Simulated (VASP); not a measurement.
The system is Hf.

```
Hf
1.0
     3.19670    0.00000    0.00000
    -1.59835    2.76842    0.00000
     0.00000    0.00000    5.05780
Hf
2
Direct
  0.66667 0.33333 0.75000
  0.33333 0.66667 0.25000
```

Base run:

- Program: VASP 6.6.1
- Functional: SCAN
- Potentials or basis: VASP PAW PBE potentials, release 64 (Hf_pv)
- Cutoff: 520 eV
- k mesh: 10 × 10 × 5
- Occupations: fermi-dirac, width 0.05 eV
- Spin: no spin polarisation

Its results: pressure -4.4 GPa.

Question: After a change of settings the same cell gave: pressure -0.8 GPa. Which change was it?
A. functional from SCAN to BLYP; further incar settings from ALGO = Normal; EDIFF = 1e-07 to ALGO = Fast; EDIFF = 1e-07
B. functional from SCAN to TPSS
C. functional from SCAN to r2SCAN
D. functional from SCAN to AM05; further incar settings from ALGO = Normal; EDIFF = 1e-07 to ALGO = Fast; EDIFF = 1e-07

Answer: C.

Caveats: the PAW data sets were made with another functional, which shifts forces and pressure a little.

Runs at the PBE level aren't shown here.
